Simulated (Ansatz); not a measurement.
Crystal: Bi2TeSe2 (Skippenite).

```
Bi Te Se
1.0
     2.09150    1.20753    9.71233
    -2.09150    1.20753    9.71233
     0.00000   -2.41506    9.71233
Bi Te Se
2 1 2
Cartesian
  0.0000 0.0000 17.5387
  0.0000 0.0000 11.5983
  0.0000 0.0000 0.0000
  0.0000 0.0000 22.9716
  0.0000 0.0000 6.1654
```

Base run:

- Program: Ansatz 0.2.0
- Functional: r2SCAN
- Potentials or basis: Ansatz PAW
- Cutoff: 500 eV (not typed: the program's choice for these potentials)
- k mesh: 7 × 7 × 7
- Occupations: fermi-dirac, width 0.05 eV
- Spin: no spin polarisation

Its results: band gap on the k mesh 0.75 eV, direct; pressure 3.8 GPa; largest force 2.040 eV/Å.

Question: After a change of settings the same cell gave: band gap on the k mesh 0.43 eV, direct; pressure 1.9 GPa; largest force 1.791 eV/Å. Which change was it?
A. functional from r2SCAN to PBEsol; cutoff from 500 eV (not typed: the program's choice for these potentials) to 420 eV (not typed: the program's choice for these potentials); spin from no spin polarisation to spin-orbit coupling, no magnetisation; potential files from those of the base run to others of the same set
B. functional from r2SCAN to PBEsol; cutoff from 500 eV (not typed: the program's choice for these potentials) to 420 eV (not typed: the program's choice for these potentials)
C. functional from r2SCAN to LDA; cutoff from 500 eV (not typed: the program's choice for these potentials) to 420 eV (not typed: the program's choice for these potentials)

Answer: B.

r2SCAN gives the wider gap, since meta-GGAs in the generalised Kohn-Sham scheme recover part of the derivative discontinuity.

Caveats: odd divisions of the mesh miss points on the zone boundary, where band edges often lie, so the gap on the mesh can be too wide; spin-orbit coupling is left out, which as a rule narrows the gap of such compounds by several tenths of an eV; the PAW data sets come from PBE, with cores solved anew for the run's functional, which leaves a small shift of forces and pressure; forces of over 1 eV/Å show positions far from the minimum, so gaps and moduli don't describe the material at rest.
